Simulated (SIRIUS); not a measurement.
Set up this calculation in SIRIUS 7.12.0, as the native input.

```yaml
Task: single point
Functional: PBE
Potentials_or_basis: all-electron FP-LAPW
Cutoff: 168 eV
Basis: apw+lo standard
k_mesh: 6 × 6 × 3
Occupations: fermi-dirac, width 0.05 eV
Spin: no spin polarisation
Muffin_tin_radii: Tb 2.65 bohr
Basis_cutoff_gk_cutoff: 3.51 1/bohr
Cutoff_of_density_and_potential_pw_cutoff: 20 1/bohr
lmax_of_the_basis: 11
lmax_of_density_and_potential: 8
Valence_relativity: iora
Core_states: Tb 1s2s2p3s3p3d4s4p
Local_orbitals_radial_functions: Tb 17
Reference_energy_of_the_basis: 0.23 Ha
Smallest_sphere_radius_times_basis_cutoff: 9.3
Start_of_the_SCF: LDA density
```

Tb:

```
Tb
1.0
     3.60100    0.00000    0.00000
    -1.80050    3.11856    0.00000
     0.00000    0.00000    5.69360
Tb
2
Direct
  0.66667 0.33333 0.75000
  0.33333 0.66667 0.25000
```

One way to write it, as run:

sirius.json

```json
{
  "control": {
    "processing_unit": "cpu",
    "std_evp_solver_name": "lapack",
    "gen_evp_solver_name": "lapack",
    "verbosity": 2,
    "print_forces": true,
    "ortho_rf": true,
    "use_second_variation": true,
    "rmt_max": 3.0,
    "num_bands_to_print": 24,
    "save_wf": true
  },
  "parameters": {
    "electronic_structure_method": "full_potential_lapwlo",
    "xc_functionals": ["XC_GGA_X_PBE", "XC_GGA_C_PBE"],
    "core_relativity": "dirac",
    "valence_relativity": "iora",
    "num_fv_states": 44,
    "smearing": "fermi_dirac",
    "smearing_width": 0.0018374661,
    "pw_cutoff": 20,
    "gk_cutoff": 3.51,
    "lmax_apw": 11,
    "lmax_rho": 8,
    "lmax_pot": 8,
    "num_mag_dims": 0,
    "auto_rmt": 0,
    "ngridk": [6, 6, 3],
    "shiftk": [0, 0, 0],
    "num_dft_iter": 80,
    "energy_tol": 1e-07,
    "density_tol": 1e-05,
    "use_symmetry": true
  },
  "settings": {"tol_ne": 1e-10},
  "iterative_solver": {"type": "exact"},
  "mixer": {"type": "anderson", "beta": 0.2, "max_history": 12},
  "unit_cell": {
    "lattice_vectors": [[6.8049037748, 0.0, 0.0], [-3.4024518874, 5.8932195392, 0.0], [0.0, 0.0, 10.7593446632]],
    "atom_types": ["Tb"],
    "atom_files": {"Tb": "Tb.json"},
    "atoms": {"Tb": [[0.6666666667, 0.3333333333, 0.75], [0.3333333333, 0.6666666667, 0.25]]}
  }
}
```

Tb.json

```json
{
  "name": "terbium",
  "symbol": "Tb",
  "number": 65,
  "mass": 158.92535,
  "rmin": 1e-06,
  "rmt": 2.65,
  "nrmt": 800,
  "rinf": 18.52,
  "core": "1s2s2p3s3p3d4s4p",
  "valence": [
    {"basis": [{"enu": 0.03, "dme": 0, "n": 0, "auto": 0}, {"enu": 0.03, "dme": 1, "n": 0, "auto": 0}]},
    {"l": 0, "n": 1, "basis": [{"enu": 0.13, "dme": 0, "n": 0, "auto": 0}]},
    {"l": 1, "n": 2, "basis": [{"enu": 0.13, "dme": 0, "n": 0, "auto": 0}]},
    {"l": 2, "n": 3, "basis": [{"enu": 0.13, "dme": 0, "n": 0, "auto": 0}]},
    {"l": 3, "n": 4, "basis": [{"enu": 0.13, "dme": 0, "n": 0, "auto": 0}]},
    {"l": 4, "n": 5, "basis": [{"enu": 0.13, "dme": 0, "n": 0, "auto": 0}]}
  ],
  "lo": [
    {"l": 0, "basis": [{"enu": 0.13, "dme": 0, "n": 0, "auto": 0}, {"enu": 0.13, "dme": 1, "n": 0, "auto": 0}]},
    {
      "l": 0,
      "basis": [{"enu": -1.4888, "dme": 0, "n": 5, "auto": 1}, {"enu": -1.4888, "dme": 1, "n": 5, "auto": 1}]
    },
    {
      "l": 0,
      "basis": [{"enu": -1.4888, "dme": 1, "n": 5, "auto": 1}, {"enu": 0.13, "dme": 0, "n": 0, "auto": 0}]
    },
    {"l": 0, "basis": [{"enu": 0.13, "dme": 0, "n": 0, "auto": 0}, {"enu": 2.4084, "dme": 0, "n": 0, "auto": 0}]},
    {"l": 1, "basis": [{"enu": 0.13, "dme": 0, "n": 0, "auto": 0}, {"enu": 0.13, "dme": 1, "n": 0, "auto": 0}]},
    {
      "l": 1,
      "basis": [{"enu": -0.6611, "dme": 0, "n": 5, "auto": 1}, {"enu": -0.6611, "dme": 1, "n": 5, "auto": 1}]
    },
    {
      "l": 1,
      "basis": [{"enu": -0.6611, "dme": 1, "n": 5, "auto": 1}, {"enu": 0.13, "dme": 0, "n": 0, "auto": 0}]
    },
    {"l": 1, "basis": [{"enu": 0.13, "dme": 0, "n": 0, "auto": 0}, {"enu": 2.7501, "dme": 0, "n": 0, "auto": 0}]},
    {"l": 2, "basis": [{"enu": 0.13, "dme": 0, "n": 0, "auto": 0}, {"enu": 0.13, "dme": 1, "n": 0, "auto": 0}]},
    {
      "l": 2,
      "basis": [{"enu": -5.1355, "dme": 0, "n": 4, "auto": 1}, {"enu": -5.1355, "dme": 1, "n": 4, "auto": 1}]
    },
    {
      "l": 2,
      "basis": [{"enu": -5.1355, "dme": 1, "n": 4, "auto": 1}, {"enu": 0.13, "dme": 0, "n": 0, "auto": 0}]
    },
    {"l": 2, "basis": [{"enu": 0.13, "dme": 0, "n": 0, "auto": 0}, {"enu": 3.0919, "dme": 0, "n": 0, "auto": 0}]},
    {"l": 3, "basis": [{"enu": 0.13, "dme": 0, "n": 0, "auto": 0}, {"enu": 0.13, "dme": 1, "n": 0, "auto": 0}]},
    {"l": 3, "basis": [{"enu": 0.13, "dme": 1, "n": 0, "auto": 0}, {"enu": 0.13, "dme": 2, "n": 0, "auto": 0}]},
    {"l": 3, "basis": [{"enu": 0.13, "dme": 0, "n": 0, "auto": 0}, {"enu": 2.6078, "dme": 0, "n": 0, "auto": 0}]},
    {"l": 4, "basis": [{"enu": 0.13, "dme": 0, "n": 0, "auto": 0}, {"enu": 0.13, "dme": 1, "n": 0, "auto": 0}]},
    {"l": 4, "basis": [{"enu": 0.13, "dme": 0, "n": 0, "auto": 0}, {"enu": 2.8641, "dme": 0, "n": 0, "auto": 0}]}
  ],
  "free_atom": [... radial grid and density of the free atom, the start of the SCF ...]
}
```

sirius_start.json

```json
{
  "control": {
    "processing_unit": "cpu",
    "std_evp_solver_name": "lapack",
    "gen_evp_solver_name": "lapack",
    "verbosity": 1,
    "print_forces": false,
    "ortho_rf": true,
    "use_second_variation": true,
    "rmt_max": 3.0,
    "num_bands_to_print": 24,
    "save_wf": false
  },
  "parameters": {
    "electronic_structure_method": "full_potential_lapwlo",
    "xc_functionals": ["XC_LDA_X", "XC_LDA_C_PW"],
    "core_relativity": "dirac",
    "valence_relativity": "iora",
    "num_fv_states": 44,
    "smearing": "fermi_dirac",
    "smearing_width": 0.0055123983,
    "pw_cutoff": 20,
    "gk_cutoff": 2.81,
    "lmax_apw": 11,
    "lmax_rho": 8,
    "lmax_pot": 8,
    "num_mag_dims": 0,
    "auto_rmt": 0,
    "ngridk": [2, 2, 1],
    "shiftk": [0, 0, 0],
    "num_dft_iter": 30,
    "energy_tol": 0.01,
    "density_tol": 0.05,
    "use_symmetry": true
  },
  "settings": {"tol_ne": 1e-10},
  "iterative_solver": {"type": "exact"},
  "mixer": {"type": "anderson", "beta": 0.2, "max_history": 12},
  "unit_cell": {
    "lattice_vectors": [[6.8049037748, 0.0, 0.0], [-3.4024518874, 5.8932195392, 0.0], [0.0, 0.0, 10.7593446632]],
    "atom_types": ["Tb"],
    "atom_files": {"Tb": "Tb.json"},
    "atoms": {"Tb": [[0.6666666667, 0.3333333333, 0.75], [0.3333333333, 0.6666666667, 0.25]]}
  }
}
```

Potentials or basis: all-electron FP-LAPW, apw+lo standard.

Launch:

```console
$ OMP_NUM_THREADS=1 sirius.scf --input=sirius_start.json --output=start.json
$ OMP_NUM_THREADS=1 sirius.scf --input=sirius.json --output=output.json --task=1
```

Results of the run:

```yaml
Band_gap_on_the_k_mesh: none (metal or under the smearing width)
All_electrons_inside_the_program's_atomic_spheres: Tb 62.95 (radii Tb 2.65 bohr)
```

Caveat: the k mesh is coarse (spacing up to 0.37 Å⁻¹), so the values aren't converged.

It took 3 min on 1 thread of Arm Neoverse V1, with other jobs on the host, peak memory 0.55 GiB.
